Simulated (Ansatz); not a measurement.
Mg:

```
CELL_PARAMETERS angstrom
0.00000 2.24426 2.24426
2.24426 0.00000 2.24426
2.24426 2.24426 0.00000
ATOMIC_POSITIONS crystal
Mg 0.00000 0.00000 0.00000
```

This isn't the form of Mg at room conditions, which is hcp.

| Property | Result |
| --- | --- |
| Program | Ansatz 0.2.0 |
| Task | relaxation of cell and atoms |
| Functional | revPBE |
| Potentials or basis | Ansatz PAW |
| Cutoff | 420 eV (not typed: the program's choice for these potentials) |
| k mesh | 10 × 10 × 10 |
| Occupations | fermi-dirac, width 0.05 eV |
| Spin | no spin polarisation |

At the start: volume 22.61 Å³/atom.

Question: Where does the relaxation end?

Answer: It ends after 4 steps and the volume is 23.71 Å³/atom (+4.9 %); space group Fm-3m (No. 225, to 0.05 Å).

Step by step:
```
step  energy change (eV)  largest force (eV/Å)  volume (Å³)
   1              0.0000                0.0000        22.61
   2             -0.0057                0.0000        23.46
   3             -0.0060                0.0000        23.71
   4             -0.0061                0.0000        23.71
```

Final structure:
```cif
data_structure
_symmetry_space_group_name_H-M 'P 1'
_symmetry_Int_Tables_number 1
_cell_length_a 3.2246
_cell_length_b 3.2246
_cell_length_c 3.2246
_cell_angle_alpha 60.000
_cell_angle_beta 60.000
_cell_angle_gamma 60.000
_cell_volume 23.71
loop_
_atom_site_label
_atom_site_type_symbol
_atom_site_fract_x
_atom_site_fract_y
_atom_site_fract_z
_atom_site_occupancy
Mg1 Mg 0.00000 0.00000 0.00000 1
```

Caveat: the plane-wave basis is chosen anew once the cell has moved, so the energies of steps on either side of that aren't comparable; the PAW data sets come from PBE, with cores solved anew for the run's functional, which leaves a small shift of forces and pressure.
